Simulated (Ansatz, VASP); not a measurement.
**InSb3 in VASP and in Ansatz**

```
In Sb
1.0
     0.00000    3.79455    3.79455
     3.79455    0.00000    3.79455
     3.79455    3.79455    0.00000
In Sb
1 3
Direct
  0.00000 0.00000 0.00000
  0.25000 0.25000 0.25000
  0.75000 0.75000 0.75000
  0.50000 0.50000 0.50000
```

Alike in both runs: task single point; functional r2SCAN; k mesh 4 × 4 × 4; occupations gaussian, width 0.1 eV; no spin polarisation.

|  | VASP | Ansatz |
| --- | --- | --- |
| version | VASP 6.6.1 | Ansatz 0.2.0 |
| potentials or method | VASP PAW PBE potentials, release 64 (In_d, Sb) | scalar-relativistic, plane waves, PAW |
| plane-wave cutoff (eV) | 520 | 500 |
| valence electrons in the cell | 28 | 58 |

```csv
,VASP,Ansatz,Ansatz less VASP
gap on the k mesh at the Fermi level (eV),none,none,-
pressure (GPa),-2.0,-2.0,+0.03
```

A gap of «none» marks a metal or a gap that the smearing closes. With one functional, cell and mesh, what is left measures potentials, basis and numerics. The two sets of potentials don't hold the same shells in valence.

Caveats: the PAW data sets were made with another functional, which shifts forces and pressure a little (VASP). Spin-orbit coupling is left out, which matters for the levels of Sb.
